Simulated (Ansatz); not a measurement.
# C: the cost of one run

Method: DFT PBEsol, scalar-relativistic, plane waves, PAW, in Ansatz 0.2.0.

6 further runs of the same task are left out: 1 that didn't finish, 5 set aside as unsound or not needed.

## 1. The system as given

It takes space group Fmmm (No. 69, orthorhombic). The conventional cell has a = 2.459 Å, b = 4.259 Å, c = 7.383 Å, α = 90.00°, β = 90.00°, γ = 90.00°. C (site symmetry m2m) has 3 C at 1.42 Å as nearest neighbours.

Structure file:

```xyz
2
Lattice="0.0000 2.1294 3.6913 1.2294 0.0000 3.6913 1.2294 2.1294 0.0000" Properties=species:S:1:pos:R:3 pbc="T T T"
C     1.2294    0.7099    3.6913
C     1.2294    3.5489    3.6913
```

It is the result of an earlier relaxation at this level (volume 9.66 Å³/atom; gap on the mesh: 0.71 eV).

The bulk reference comes from a run made before at the same settings: -246.6908 eV/atom.

## 2. The (001) slab

Planes are indexed in the bulk's conventional cell (Fmmm (No. 69)), a = 2.459 Å, b = 4.259 Å, c = 7.383 Å, α = 90.00°, β = 90.00°, γ = 90.00°.

The slab is a (001) slab, 11.1 Å thick as cut, with 15 Å of vacuum; its outer planes are C (top) and C (bottom).

The slab as cut. Its planes from the bottom up:

```tsv
plane	atoms per cell	height over the lowest (Å)
1	C2	0.00
2	C2	3.69
3	C2	7.38
4	C2	11.07
```

## 3. Single point on the unrelaxed (001) slab

The cell repeats along c, and a dipole correction in the vacuum removes the field between the copies.

The input, input.yaml:

```yaml
crystal:
  lattice:
    - [2.4588524064, 0.0, 0.0]
    - [-1.2294262032, 2.1294003736, 0.0]
    - [0.0, 0.0, 26.0739650403]
  atoms:
    - { symbol: C, position: [0.6666962522, 0.3333925044, 0.2876432483] }
    - { symbol: C, position: [0.3333037478, 0.6666074956, 0.2876432483] }
    - { symbol: C, position: [0.1666962522, 0.3333925044, 0.4292144161] }
    - { symbol: C, position: [0.8333037478, 0.6666074956, 0.4292144161] }
    - { symbol: C, position: [0.6666962522, 0.3333925044, 0.5707855839] }
    - { symbol: C, position: [0.3333037478, 0.6666074956, 0.5707855839] }
    - { symbol: C, position: [0.1666962522, 0.3333925044, 0.7123567517] }
    - { symbol: C, position: [0.8333037478, 0.6666074956, 0.7123567517] }
basis:
  ecutwfc: 420
kpoints:
  mp_grid: { grid: [12, 12, 1] }
hamiltonian:
  xc: pbesol
scf:
  occupations: { method: gaussian, width: 0.05 }
output:
  forces: true
  stress: true
  eigenvalues: true
  write_density: true
  write_potential: true
  elf: true
  volumetric_format: npy
efield:
  axis: 3
  dipole_correction: true
  ramp_width: 0.04
```

Command:

```
ansatz run input.yaml --threads 1 --pin off --max-ram 2560MiB --backend cpu --events-out ev --progress --plain --runs-dir out
```

Q: Estimate wall time and peak memory on 1 thread of Intel Xeon Platinum 8375C at 2.90GHz (Ice Lake), shared host.

About 14 s, with a peak of 0.46 GiB.
